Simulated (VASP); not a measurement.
# SrO, self-consistent run: which settings are enough?

SrO, P6_3/mmc (no. 194), 4 atoms in the cell. HSE06; PAW potentials Sr_sv, O (PBE set). VASP 6.6.1.

Wanted: energy within 0.2 meV/atom; levels at the zone centre within 0.003 eV.

What the run is for: comparing ways to start; Accuracy asked: tight.

Levels at the zone centre: counted from the valence top at that point.

POSCAR:
```
SrO
1.0
    3.5532880902      0.0000000000      0.0000000000
   -1.7766440451      3.0772377531      0.0000000000
    0.0000000000      0.0000000000      6.2173039800
Sr O
2 2
Direct
    0.6666666667      0.3333333333      0.7500000000
    0.3333333333      0.6666666667      0.2500000000
    0.0000000000      0.0000000000      0.5000000000
    0.0000000000      0.0000000000      0.0000000000
```

## How the run starts (with a second run first, the time holds both)

| How the run starts (with a second run first, the time holds both) | Energy less reference (meV/atom) | Levels at the zone centre, largest deviation (eV) | Time (s) |
|---|---|---|---|
| from scratch: 23 SCF iterations | 0.00 | 0.0000 | 1030 |
| PBE orbitals (WAVECAR): 13 + 9 SCF iterations | 0.00 | 0.0002 | 487 |
| PBE density (CHGCAR): 13 + 13 SCF iterations | 0.00 | 0.0006 | 483 |
| loose PBE orbitals: 11 + 9 SCF iterations | 0.00 | 0.0002 | 464 |
| coarse exchange grid first: 13 + 6 + 3 SCF iterations | 0.00 | 0.0005 | 230 |

Chosen: coarse exchange grid first: 13 + 6 + 3 SCF iterations, the fastest of those that stay within half of the tolerance.

## All choices together

| Input | Energy less reference (meV/atom) | Levels at the zone centre, largest deviation (eV) | Time (s) |
|---|---|---|---|
| chosen settings | 0.00 | 0.0005 | 230 |
| reference settings throughout | 0.00 | 0.0000 | 1030 |

The tolerance is met.

Values of the reference run: Levels at the zone centre: -0.8161, 0, 4.514 eV from the valence top at Gamma.

## The input

INCAR.step1:
```
SYSTEM = SrO
ALGO = Normal
EDIFF = 1E-5
EFERMI = MIDGAP
ENCUT = 520
GGA = PE
GGA_COMPAT = .False.
ISIF = 2
ISMEAR = 0
KPAR = 8
LASPH = .True.
LCHARG = .True.
LREAL = .False.
LWAVE = .True.
NELM = 120
PREC = Accurate
SIGMA = 0.03
```

INCAR.step2, as INCAR.step1 but for:
```
- EDIFF = 1E-5
+ EDIFF = 1E-4
+ HFSCREEN = 0.2
+ ISTART = 1
+ LHFCALC = .True.
+ NKRED = 2
+ PRECFOCK = Fast
```

INCAR.step3, as INCAR.step2 but for:
```
- EDIFF = 1E-4
- LCHARG = .True.
- LWAVE = .True.
- NKRED = 2
- PRECFOCK = Fast
+ EDIFF = 1E-6
+ LCHARG = .False.
+ LWAVE = .False.
+ PRECFOCK = Normal
```

KPOINTS:
```
k-points
0
Gamma
  6 6 4
```

Commands (each step's output is kept before the next begins):
```
cat potpaw_PBE.64/Sr_sv/POTCAR potpaw_PBE.64/O/POTCAR > POTCAR
cp INCAR.step1 INCAR
mpirun -np 8 vasp_std > vasp.out
cp INCAR.step2 INCAR
mpirun -np 8 vasp_std > vasp.out
cp INCAR.step3 INCAR
mpirun -np 8 vasp_std > vasp.out
```

The chosen input took VASP 6.6.1 230 s on 8 cores (Intel Xeon 6975P-C (Granite Rapids)), a shared host.
